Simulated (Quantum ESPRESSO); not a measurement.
PtSe2 (Sudovikovite): relaxation of cell and atoms with PBEsol

PtSe2 (Sudovikovite):

```
CELL_PARAMETERS angstrom
3.72400 0.00000 0.00000
-1.86200 3.22508 0.00000
0.00000 0.00000 5.06200
ATOMIC_POSITIONS crystal
Pt 0.00000 0.00000 0.00000
Se 0.66667 0.33333 0.75000
Se 0.33333 0.66667 0.25000
```

```yaml
Program: Quantum ESPRESSO 7.5
Task: relaxation of cell and atoms
Functional: PBEsol
Potentials_or_basis: GBRV 1.5 PBEsol
Cutoff: 612 eV
Density_cutoff: 4898 eV
k_mesh: 8 × 8 × 5
Occupations: fermi-dirac, width 0.05 eV
Spin: no spin polarisation
ASE_optimiser: LBFGS
Mixing_beta: 0.5
Most_SCF_iterations: 120
SCF_threshold: 6e-10 Ry
```

* Relaxed volume: 19.67 Å³/atom
* Relaxed cell: a = 3.756 Å, b = 3.756 Å, c = 4.831 Å, α = 90.00°, β = 90.00°, γ = 120.00°
* Space group after relaxing (to 0.05 Å): P-3m1 (No. 164)
* Energy gained by relaxing: 7.6 meV/atom
* Ionic steps: 13
* Pressure after relaxing: 0.0 GPa
* Largest force after relaxing: 0.005 eV/Å
* Band gap on the k mesh: none (metal or under the smearing width)

Forces on the atoms (eV/Å):
```
Pt   0.000  0.000  0.000
Se   0.000  0.000 -0.005
Se   0.000  0.000  0.005
```

The path:
```tsv
step	energy change (eV)	largest force (eV/Å)	pressure (GPa)	volume (Å³)
1	0.0000	0.3316	1.82	60.80
2	-0.0049	0.2378	1.03	61.00
3	-0.0096	0.0533	-0.47	61.35
4	-0.0100	0.0358	-0.59	61.34
5	-0.0139	0.0878	-1.25	60.90
6	-0.0172	0.1769	-1.36	60.11
7	-0.0196	0.1725	-0.75	59.34
8	-0.0211	0.0796	0.11	58.95
9	-0.0215	0.0325	0.35	58.94
10	-0.0219	0.0024	0.44	58.94
11	-0.0226	0.0282	0.37	58.96
12	-0.0229	0.0202	0.16	59.00
13	-0.0229	0.0048	0.02	59.02
```

Final structure:
```cif
data_structure
_symmetry_space_group_name_H-M 'P 1'
_symmetry_Int_Tables_number 1
_cell_length_a 3.7560
_cell_length_b 3.7560
_cell_length_c 4.8308
_cell_angle_alpha 90.000
_cell_angle_beta 90.000
_cell_angle_gamma 120.000
_cell_volume 59.02
loop_
_atom_site_label
_atom_site_type_symbol
_atom_site_fract_x
_atom_site_fract_y
_atom_site_fract_z
_atom_site_occupancy
Pt1 Pt 0.00000 0.00000 0.00000 1
Se1 Se 0.66667 0.33333 0.73693 1
Se2 Se 0.33333 0.66667 0.26307 1
```

Levels at points of the mesh, in eV from the Fermi level:
| k point | band 11 | band 12 | band 13 | band 14 | band 15 | band 16 | band 17 | band 18 |
| --- | --- | --- | --- | --- | --- | --- | --- | --- |
| (0.00, 0.00, 0.00) | -2.53 | -1.06 | -1.06 | 0.74 | 1.10 | 1.10 | 3.19 | 4.05 |
| (0.00, -0.50, 0.00) | -3.79 | -3.42 | -3.35 | -2.99 | 0.48 | 2.49 | 4.94 | 5.98 |

It took 4.3 min on 2 MPI ranks on Arm Neoverse V1 (shared host), peak memory 0.3 GiB a rank.

Spin-orbit coupling is left out, which matters for the levels of Pt.
